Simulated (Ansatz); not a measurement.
# Formation energy and levels of the self-interstitial O_i (6-fold void) in In2O3 (R-3c)

Aim: at which Fermi levels does O_i (6-fold void) in In2O3 (R-3c) change its charge? The model is a cell of 80 host atoms with 1 O put in.

Calculated with Ansatz 0.2.0; place-levels on r2SCAN runs: charge-transition levels and formation energies with image-charge correction and potential alignment at the atomic sites; PAW set soft_1.

**Measured values to reproduce.**

“Fabrication and performance enhancement of an In2O3/BiVO4 heterojunction for N-butanol gas sensing applications” (2024, pmc:11650617) reports for In2O3, rhombohedral (corundum-type), from the matched diffraction card and hexagonal indexing, by UV-visible absorption, Tauc-type extrapolation (hydrothermally grown microspheres, annealed at 400 C): band gap (optical gap from linear extrapolation of the absorption edge) 3.08 eV [Tauc-type extrapolation of powder absorption edge; transition type (direct or indirect) …].

This is a report of a sequence of runs, with most program output left out.

In doubt: warnings of the run leave room for a lower electronic state (in some of the runs), so energies may not be the lowest and differences between runs may mislead.

## 1. Starting point

The cell holds 81 atoms: 32 In and 49 O. Cell: a = 11.607 Å, b = 11.607 Å, c = 11.607 Å, α = 56.7°, β = 56.7°, γ = 56.7°. It derives from In2O3 (space group R-3c). Nearest the centre at fractional (0.267, 0.221, 0.262): O81 at 0.00 Å, O8 at 2.10 Å, O7 at 2.10 Å, In3 at 2.10 Å, In1 at 2.10 Å, O6 at 2.31 Å, O10 at 2.31 Å, O9 at 2.50 Å.

Screening for the image-charge correction: ε∞ = (5.22, 5.22, 4.98), ε0 = (12.14, 12.14, 15.15), computed on the host (DFPT, PBEsol, on the r2SCAN cell), and a cell off the functional's own equilibrium shifts the ionic part.

The cell's shortest repeat is 11.0 Å.

## 2. Charge states

Levels follow from differences of total energies between charge states, each relaxed by itself.

Each atom starts 0.05 Å or so off its site in a random direction. Forces are taken at one point at (¼, ¼, ¼). The cell holds 2 electrons more than the neutral one, with a uniform background that keeps it neutral on the whole.

The sampling was tested on the host first: at the k-points planned (1x1x1 shifted 0.25 0.25 0.25) its energy lies 0.006 eV an atom from the dense-mesh value, under the bound of 0.02 eV set for this test; that bounds the host's error, not the defect's.

One state's input; the others differ in charge, spin, start and seed, and in occupations where the table says so.

Contents of qm2.relax/input.yaml:

```yaml
crystal:
  lattice:
    - [5.50869564, 3.18044694, 9.70899243]
    - [-5.50869564, 3.18044694, 9.70899243]
    - [0.0, -6.36089379, 9.70899246]
  atoms:
    - { symbol: In, position: [0.32146709, 0.32146709, 0.32146709] }
    - { symbol: In, position: [0.42853291, 0.42853291, 0.42853291] }
    - { symbol: In, position: [0.17853291, 0.17853291, 0.17853291] }
[... 1 atom line left out ...]
    - { symbol: O, position: [0.02329443, 0.375, 0.22670557] }
    - { symbol: O, position: [0.375, 0.22670557, 0.02329443] }
    - { symbol: O, position: [0.22670557, 0.02329443, 0.375] }
    - { symbol: O, position: [0.47670557, 0.125, 0.27329443] }
    - { symbol: O, position: [0.27329443, 0.47670557, 0.125] }
    - { symbol: O, position: [0.125, 0.27329443, 0.47670557] }
[... 1 atom line left out ...]
    - { symbol: In, position: [0.42853291, 0.42853291, 0.92853291] }
[... 1 atom line left out ...]
    - { symbol: In, position: [0.07146709, 0.07146709, 0.57146709] }
[... 7 atom lines left out ...]
    - { symbol: In, position: [0.42853291, 0.92853291, 0.42853291] }
[... 1 atom line left out ...]
    - { symbol: In, position: [0.07146709, 0.57146709, 0.07146709] }
[... 4 atom lines left out ...]
    - { symbol: O, position: [0.27329443, 0.97670557, 0.125] }
[... 9 atom lines left out ...]
    - { symbol: O, position: [0.27329443, 0.97670557, 0.625] }
[... 2 atom lines left out ...]
    - { symbol: In, position: [0.92853291, 0.42853291, 0.42853291] }
[... 1 atom line left out ...]
    - { symbol: In, position: [0.57146709, 0.07146709, 0.07146709] }
[... 11 atom lines left out ...]
    - { symbol: O, position: [0.875, 0.22670557, 0.52329443] }
[... 3 atom lines left out ...]
    - { symbol: O, position: [0.625, 0.27329443, 0.97670557] }
[... 4 atom lines left out ...]
    - { symbol: O, position: [0.52329443, 0.875, 0.22670557] }
[... 15 atom lines left out ...]
    - { symbol: O, position: [0.266581, 0.22134, 0.262079] }
  host:
    repeats: [2, 2, 2]
    atoms:
      - { symbol: In, position: [0.64293419, 0.64293419, 0.64293419] }
      - { symbol: In, position: [0.85706581, 0.85706581, 0.85706581] }
      # ... 8 more atoms of the perfect host
total_charge: -2
basis:
  ecutwfc: 500
  xc_grid: 2
hamiltonian:
  xc: r2scan
  pseudopotentials: { kind: paw, azcp: { folder: soft_1 } }
kpoints:
  mp_grid: { grid: [1, 1, 1], shift: [0.25, 0.25, 0.25] }
scf:
  occupations: { method: fixed }
  max_iter: 80
output:
  forces: true
  charged_corrections:
    epsilon: [5.22, 5.22, 4.98]
    static_epsilon: [12.14, 12.14, 15.15]
    defect_position: [0.266581, 0.22134, 0.262079]
relax:
  f_tol: 0.02
  max_steps: 80
  random_displacement: { amplitude: 0.05, seed: 4185 }
checkpoint:
  write: "../qm2.relax.run"
  compress: false
  write_wavefunctions: true
  write_every: 100000
```

Started as:

```bash
ansatz run input.yaml --threads 32 --pin off --max-ram 56524MiB --backend cuda --events-out ev --progress --plain --runs-dir out --max-vram 78GiB
```

Defect states can disperse in a cell of this size, so the energy is taken again at a 2×2×2 shifted mesh, on the relaxed structure.

The run of this state that the levels use, under r2SCAN:

Contents of qm2.point/input.yaml:

```yaml
crystal:
  checkpoint: "../qm2.relax.run"
  host: checkpoint
total_charge: -2
basis:
  ecutwfc: 500
  xc_grid: 2
hamiltonian:
  xc: r2scan
  pseudopotentials: { kind: paw, azcp: { folder: soft_1 } }
kpoints:
  mp_grid: { grid: [2, 2, 2], shift: [0.5, 0.5, 0.5] }
scf:
  occupations: { method: fermi_dirac, width: 0.01 }
  max_iter: 80
output:
  forces: true
  eigenvalues: true
  charged_corrections:
    epsilon: [5.22, 5.22, 4.98]
    static_epsilon: [12.14, 12.14, 15.15]
    defect_position: [0.266581, 0.22134, 0.262079]
  eigenstates: { localisation: true }
  populations: true
checkpoint:
  read: "../qm2.relax.run"
  write: "../qm2.point.run"
  compress: false
  write_wavefunctions: false
  write_every: 100000
```

Relaxations under r2SCAN at one point at (¼, ¼, ¼); times on 1 × NVIDIA GB200 with 32 threads of Arm Neoverse V2, shared host:

```tsv
charge	moment (μB)	occupations	outcome	steps	largest displacement against the far atoms (Å)	time
−2	0	fixed	converged	13	1.30	14 s
−2	2	fixed	converged	24	1.11	34 s
−1	1	fixed	converged	12	0.29	18 s
0	0	fixed	not converged	-	-	3.6 s
0	0	fermi-dirac	converged	13	1.40	12 s
0	2	fixed	converged	6	0.27	11 s
+1	1	fixed	converged	24	1.63	34 s
```

Single points under r2SCAN at a 2×2×2 shifted mesh; times on 1 × NVIDIA GB200 with 32 threads of Arm Neoverse V2, shared host:

```tsv
charge	moment (μB)	occupations	outcome	time
−2	0	fermi-dirac	converged	4.4 s
−2	2	fermi-dirac	converged	10 s
−1	1	fermi-dirac	converged	10 s
0	0	fermi-dirac	converged	4.3 s
0	2	fermi-dirac	converged	11 s
+1	1	fermi-dirac	converged	10 s
```

Distances (Å) from O81 to the nearest atoms after relaxation with r2SCAN:

```tsv
charge	moment (μB)	1.	2.	3.	4.	5.	6.
−2	0	In 2.16	In 2.17	In 2.22	In 2.26	O 2.47	O 2.49
−2	2	O 2.13	In 2.15	In 2.16	In 2.30	O 2.45	In 2.61
−1	1	In 2.06	In 2.07	O 2.42	O 2.43	O 2.53	O 2.54
0	0	O 1.51	In 2.14	In 2.21	In 2.50	O 2.54	O 2.78
0	2	In 2.14	In 2.15	O 2.41	O 2.41	O 2.41	O 2.41
+1	1	O 1.37	In 2.20	In 2.37	O 2.58	In 2.59	O 2.77
```

## 3. place-levels, r2SCAN

A charged cell interacts with its images and the background, and its potential has another zero than the host's. place-levels removes the first by a point-charge model, screened by the static dielectric constant since the ions have relaxed around the charge, and the second by comparing potentials at atoms far from the defect.

The host is a run of the defect-free crystal in the same cutoffs, grids and k-points, so that basis and sampling errors cancel in part in the differences. The host is run in a cell of 10 atoms on a matching mesh. Its band edges are searched through the zone by a band path, so the gap is smaller than, or equal to, that on the mesh. Chemical potentials are energies per atom of O (O2 molecule), run with the same functional and cutoff.

Contents of levels.point.yaml:

```yaml
host:
  run: host.point.run
states: [qm2.point.run, qm2_M2.point.run, qm1_M1.point.run, q0.point.run, q0_M2.point.run, qp1_M1.point.run]
geometry_from:
  qm2.point.run: qm2.relax.run
  qm2_M2.point.run: qm2_M2.relax.run
  qm1_M1.point.run: qm1_M1.relax.run
  q0.point.run: q0.relax_smeared.run
  q0_M2.point.run: q0_M2.relax.run
  qp1_M1.point.run: qp1_M1.relax.run
  host.point.run: host.relax.run
chemical_potentials:
  O:
    energy: -565.989614
    dataset: <sha256 of the dataset>
epsilon: [5.22, 5.22, 4.98]
static_epsilon: [12.14, 12.14, 15.15]
vertical:
  - { from: qm2.point.run, to: qm2.point_neutral.run }
  - { from: qm2_M2.point.run, to: qm2_M2.point_neutral.run }
  - { from: qm1_M1.point.run, to: qm1_M1.point_neutral.run }
  - { from: qp1_M1.point.run, to: qp1_M1.point_neutral.run }
```

Started as:

```bash
ansatz place-levels levels.point.yaml -- --threads 32 --pin off --max-ram 56524MiB
```

The job ended after 0.56 s (32 threads of Arm Neoverse V2, shared host).

Under r2SCAN the gap is 1.80 eV, (+1/0) 0.42, (0/−1) 2.80 (outside the gap), (−1/−2) 1.39 eV.

Levels between the charges placed, in eV above the valence top:

```tsv
	gap (eV)	(+1/0)	(0/−1)	(−1/−2)
r2SCAN	1.80	0.42	2.80	1.39
```

Corrections by state:

```tsv
charge	moment (μB)	image terms and alignment (eV)	band filling (eV)	ε used	over the lowest of its charge, as the program ranks them, band filling apart (eV)
+1	1.0	0.231	-	principal values (12.14, 12.14, 15.15)	0.000
0	0.0	0.000	-	-	0.000
−1	1.0	0.066	-	principal values (12.14, 12.14, 15.15)	0.000
−2	0.0	0.325	-	principal values (12.14, 12.14, 15.15)	0.000
0	2.0	0.000	-	-	1.342
−2	2.0	0.283	-	principal values (12.14, 12.14, 15.15)	1.470
```

The charged structures listed were also run neutral, and place-levels reads from each pair, by the potential or the spins, how wide the charge is by which they differ; that can be the carrier of either run.

```tsv
charge	rms radius (Å)	spread where it is widest against the cell (Å)	wide from (Å)	reading
+1	0.7	0.49	1.57	narrow
−1	1.7	1.24	1.57	narrow
−2	3.4	2.08	1.57	wide
```

The neutral runs of these pairs need not share the spin of the lowest neutral state, and very wide values only mean spread over the cell.

From the program's caveats on the states, each cut to its opening words:

- charge +1 (1 μB): its displacements don't fall off away from the defect: farther atoms stand 0.035 Å off the host's places
- charge +1 (1 μB), −1 (1 μB), 0 (2 μB), −2 (2 μB): flagged: stability check not made
- charge 0: its displacements don't fall off away from the defect: farther atoms stand 0.017 Å off the host's places
- charge −2: it parts from the run at its places by a charge that spreads by about 2.1 Å along one vector (1.6 Å or more is wide), by its potential at epsilon [5.22, 5.22, [...]
- charge −2: its alignment with the host at atomic sites is doubtful: the mean over the far sites moves by -0.0830 eV from their farther parts to their nearer, more than [...]
- charge −2: the far atoms show a dipole or second moment of the defect's charge, for which the correction takes or leaves out 0.477 eV: further moments aren't read, and [...]
- charge −2: its displacements don't fall off away from the defect: farther atoms stand 0.056 Å off the host's places
- charge −2 (2 μB): it parts from the run at its places by a charge that spreads by about 1.9 Å along one vector (1.6 Å or more is wide), by the spins about the atoms, where the [...]
- charge −2 (2 μB): its alignment with the host at atomic sites is doubtful: the mean over the far sites moves by -0.0610 eV from their farther parts to their nearer, more than [...]
- charge −2 (2 μB): the far atoms show a dipole or second moment of the defect's charge, for which the correction takes or leaves out 0.179 eV: further moments aren't read, and [...]
- charge −2 (2 μB): its displacements don't fall off away from the defect: farther atoms stand 0.026 Å off the host's places
- charge −2 (2 μB): its moments are held at its close (magnetization.spin_locking), by a field of 0.508 eV a Bohr magneton, and its energy and levels are of the state that this [...]

Chemical potentials of the elements' reference phases, run alike. Formation energies (elemental references), with the Fermi level at the valence top and at the conduction bottom (gap 1.80 eV):

```tsv
charge	at valence top (eV)	at conduction bottom (eV)	correction included (eV)
+1	1.41	3.22	0.23
0	1.83	1.83	0.00
−1	4.64	2.83	0.07
−2	6.03	2.43	0.33
```

```
Fermi level (eV)  lowest formation energy (eV)
            0.00                          1.41
            0.16                          1.58
            0.33                          1.74
            0.49                          1.83
            0.65                          1.83
            0.82                          1.83
            0.98                          1.83
            1.15                          1.83
            1.31                          1.83
            1.47                          1.83
            1.64                          1.83
            1.80                          1.83
```

## 4. Placing the levels, PBEsol

PBEsol on the same structure is run to see how far the result rests on the functional, though not on the errors that semilocal functionals share; the sampling changes too, to one point at (¼, ¼, ¼), so differences hold both changes.

Contents of qm2.pbesol/input.yaml:

```yaml
crystal:
  checkpoint: "../qm2.relax.run"
  host: checkpoint
total_charge: -2
basis:
  ecutwfc: 420
  xc_grid: 2
hamiltonian:
  xc: pbesol
  pseudopotentials: { kind: paw, azcp: { folder: soft_1 }, xc_functional: pbe }
kpoints:
  mp_grid: { grid: [1, 1, 1], shift: [0.25, 0.25, 0.25] }
scf:
  occupations: { method: fermi_dirac, width: 0.01 }
  max_iter: 80
output:
  forces: true
  eigenvalues: true
  charged_corrections:
    epsilon: [5.22, 5.22, 4.98]
    static_epsilon: [12.14, 12.14, 15.15]
    defect_position: [0.266581, 0.22134, 0.262079]
  eigenstates: { localisation: true }
  populations: true
  band_densities: [{ bands: [v1, v1] }, { bands: [c1, c1] }]
  write_density: true
  write_potential: true
  volumetric_format: npy
  elf: true
checkpoint:
  write: "../qm2.pbesol.run"
  compress: false
  write_wavefunctions: false
  write_every: 100000
```

The job ended after 2.2 s (1 × NVIDIA GB200 with 32 threads; peak memory 1.5 GiB; 11 s of CPU time).

Contents of levels.pbesol.yaml:

```yaml
host:
  run: host.pbesol.run
states: [qm2.pbesol.run, qm2_M2.pbesol.run, qm1_M1.pbesol.run, q0.pbesol.run, q0_M2.pbesol.run, qp1_M1.pbesol.run]
geometry_from:
  qm2.pbesol.run: qm2.relax.run
  qm2_M2.pbesol.run: qm2_M2.relax.run
  qm1_M1.pbesol.run: qm1_M1.relax.run
  q0.pbesol.run: q0.relax_smeared.run
  q0_M2.pbesol.run: q0_M2.relax.run
  qp1_M1.pbesol.run: qp1_M1.relax.run
  host.pbesol.run: host.relax.run
chemical_potentials:
  O:
    energy: -558.291301
    dataset: <sha256 of the dataset>
```

Started as:

```bash
ansatz place-levels levels.pbesol.yaml -- --threads 32 --pin off --max-ram 56524MiB
```

Run time: 0.33 s. Hardware: 32 threads.

Under PBEsol the gap is 1.11 eV, (+1/0) 0.32, (0/−1) 2.67 (outside the gap) (with band filling), (−1/−2) 1.01 (with band filling) eV; the stage before (r2SCAN, at other k-points) gave a gap of 1.80 eV and levels within 0.38 eV of these.

## 5. Side by side

Levels between neighbouring charges, in eV above each run's own valence top:

```tsv
	gap (eV)	(+1/0)	(0/−1)	(−1/−2)	GPU time a state at this stage (restarts are quicker than cold starts)
r2SCAN, 2×2×2 shifted mesh	1.80	0.42	2.80	1.39	8.4 s
PBEsol on r2SCAN structures, (¼, ¼, ¼)	1.11	0.32	2.67	1.01	4.6 s
```

## 6. Outcome

| Item | Value |
| --- | --- |
| gap of the host | 1.80 eV (r2SCAN) |
| level (plus 1/0) | 0.42 eV above the valence top |
| level (0/minus 1) | 2.80 eV above the valence top, past the conduction bottom, not a change between lowest states |
| level (minus 1/minus 2) | 1.39 eV above the valence top, not a change between lowest states |
| lowest of the charges placed, just above the valence top (0.02 eV) | +1 |
| lowest of the charges placed, just below the conduction bottom (0.02 eV) | 0 |
| lowest formation energy at mid-gap of the charges run, elemental references | 1.83 eV |

In words: Of the charges placed (−2, −1, 0 and +1), the lowest changes at 0.42 eV (+1/0) above the valence top, in a gap of 1.80 eV. Charges above +1 were not placed, so these runs say nothing of levels that involve them. States placed: +1 at 1 μB; 0 at 0 μB and 2 μB; −1 at 1 μB; −2 at 0 μB and 2 μB. Other spin states or structures, where not listed, weren't placed. At charge −2, 0 and +1 the atom put in ends up to 1.6 Å from its starting place, so the name tells the start alone and the levels can join different sites. The program doubts the alignment of potentials for at least one state, a sign that the cell is small. Keep in mind: r2SCAN makes the gap too small and tends to spread out bound carriers; where a gas molecule sets a chemical potential or the host's formation energy, its binding is uncorrected; spin–orbit coupling, which can matter with heavy atoms, is left out.

Calculation against experiment:

| quantity | measured | PBEsol | r2SCAN |
| --- | --- | --- | --- |
| band gap (least gap of the host; the measured gap is an optical one, which needn't be the least gap) (eV) | 3.08 | 1.11 (-1.97 eV) | 1.80 (-1.28 eV) |

Measured values from pmc:11650617 (2024).

How well it matches: For the band gap, of the levels listed nearest comes r2SCAN (-1.28 eV) and farthest PBEsol (-1.97 eV). Local and semilocal functionals usually give gaps below the measured ones. An optical gap can lie under the band gap by the exciton's binding. Spin-orbit coupling, left out here, can change the gap with such heavy elements. Zero-point and thermal motion shift the measured gap.

[Logs are printed without paths, hosts, clocks, repeated set-up lines and the standing remarks that a program may print on its own settings, such as how far it seeks lower states.]

[Hosts, paths, dates, database ids (printed as entryN), source tags and the programs' standing remarks are cut or masked in the printed files.]

[Where a table of states has a column of steps, it counts the stored structures, which are thinned; the runs took as many ionic steps or more.]

[A defect's name tells the site on which it was built; relaxed atoms can leave that site.]

[For some hosts the program warned that the k-mesh of the response run may be too coarse for force constants and the static dielectric constant; such warnings are not shown here.]
